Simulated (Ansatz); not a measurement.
## F, one cell by several methods

```
F
1.0
     2.90349    0.00000    0.00000
    -1.45175    2.51450    0.00000
     0.00000    0.00000    2.92067
F
2
Cartesian
  0.0000 1.6763 0.7302
  1.4517 0.8382 2.1905
```

Atoms are numbered in the order listed.

The conventional cell has a = 2.903 Å, b = 2.903 Å, c = 2.921 Å, α = 90.00°, β = 90.00°, γ = 120.00°. Around F (atom 1) lie 6 F at 2.22 Å.

The cell was built from the hcp type and relaxed in the same program, and has space group P6_3/mmc; it needn't be a known or the stable phase.

Methods: DFT, PBE, PAW with Ansatz's default frozen-core files, scalar-relativistic (Ansatz 0.2.0); DFT, PBE, all-electron LAPW, scalar-relativistic (Ansatz 0.2.0).

For PAW: a Γ-centred 19×19×10 k mesh, Fermi–Dirac smearing of 0.08 eV, cutoff 420 eV, no spin polarisation. LAPW targets a basis error of 0.5 meV/atom. The Ansatz runs share mesh, smearing and spin set-up. Plane-wave (PAW) pressures include the program's estimate of the Pulay term.

Stress and pressure are positive in compression.

Levels count from the Fermi level.

PAW results:

```tsv
quantity	PAW
pressure (GPa)	0.01
highest filled level at A (eV)	-1.010
lowest empty level at A (eV)	16.773
highest filled level at L (eV)	-1.292
lowest empty level at L (eV)	0.132
```

**Question.** What does all-electron LAPW give for the same quantities?

**Answer.** 
| quantity | LAPW |
| --- | --- |
| pressure (GPa) | -0.03 |
| highest filled level at A (eV) | -1.010 |
| lowest empty level at A (eV) | 16.760 |
| highest filled level at L (eV) | -1.292 |
| lowest empty level at L (eV) | 0.132 |
